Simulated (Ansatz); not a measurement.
**IrO2: further runs on the relaxed cell**

One table from this session's results is given with a row withheld; the runs are named, their logs left out.

A COD entry behind a cell of this session may itself be a prediction, so a difference from it is no test against experiment.

Program: Ansatz 0.2.0. Level of theory: DFT PBE and PBEsol (the runs whose input is shown use PBEsol), scalar-relativistic, plane waves, PAW. These are calculated values, not measurements.

1 further run of the same task is left out (set aside as unsound or not needed).

## The structure to begin with

It takes space group P4_2/mnm (No. 136, tetragonal). The conventional cell has a = 4.529 Å, b = 4.529 Å, c = 3.180 Å, α = 90.00°, β = 90.00°, γ = 90.00°. Around Ir (site symmetry mmm) lie 6 O at 1.98 to 2.01 Å. Around O (site symmetry m2m) lie 3 Ir at 1.98 to 2.01 Å.

As a file:

```xyz
6
Lattice="4.5288 0.0000 0.0000 0.0000 4.5288 0.0000 0.0000 0.0000 3.1798" Properties=species:S:1:pos:R:3 pbc="T T T"
Ir    0.0000    0.0000    0.0000
Ir    2.2644    2.2644    1.5899
O     1.3968    1.3968    0.0000
O     0.8677    3.6612    1.5899
O     3.1321    3.1321    0.0000
O     3.6612    0.8677    1.5899
```

It is the result of an earlier relaxation at this level (volume 10.87 Å³/atom; gap on the mesh: none (metal)).

The first run:

The input, input.yaml:

```yaml
crystal:
  lattice:
    - [4.5288198217, 0.0, 0.0]
    - [0.0, 4.5288198217, 0.0]
    - [0.0, 0.0, 3.1798360823]
  atoms:
    - { symbol: Ir, position: [0.0, 0.0, 0.0] }
    - { symbol: Ir, position: [0.5, 0.5, 0.5] }
    - { symbol: O, position: [0.3084157491, 0.3084157491, 0.0] }
    - { symbol: O, position: [0.1915842509, 0.8084157491, 0.5] }
    - { symbol: O, position: [0.6915842509, 0.6915842509, 0.0] }
    - { symbol: O, position: [0.8084157491, 0.1915842509, 0.5] }
basis:
  ecutwfc: 420
kpoints:
  mp_grid: { grid: [8, 8, 12] }
hamiltonian:
  xc: pbesol
scf:
  occupations: { method: gaussian, width: 0.1 }
output:
  forces: true
  stress: true
  eigenvalues: true
  write_density: true
  write_potential: true
  elf: true
  volumetric_format: npy
relax:
  adjacent_minimum: "off"
  f_tol: 0.005
  max_steps: 50
  cell: { stress_tol: 0.05 }
```

Run with:

```console
ansatz run input.yaml --threads 2 --pin off --max-ram 5120MiB --backend cpu --events-out ev --progress --plain --runs-dir out
```

Steps of the session up to this table: Relaxing with PBEsol; Relaxing with PBE+D3(BJ); Relaxing with LDA.

One table of the session follows, with a row left open; its other results are not shown here.

It belongs to the step «Relaxed cells side by side». 

```
functional  a (Å)  b (Å)  c (Å)  volume (Å³/atom)
       PBE  4.529  4.529  3.180             10.87
    PBEsol  4.472  4.472  3.154             10.51
PBE+D3(BJ)      ?      ?      ?                 ?
       LDA  4.433  4.433  3.136             10.27
```

Q: Estimate the row for PBE+D3(BJ) from the others.

As computed: a (Å): 4.503; b (Å): 4.503; c (Å): 3.172; volume (Å³/atom): 10.72. In the column «a (Å)» it lies between PBEsol (4.472) and PBE (4.529).

The final runs have no spin polarisation, so no magnetic state was tried and one may lie lower.
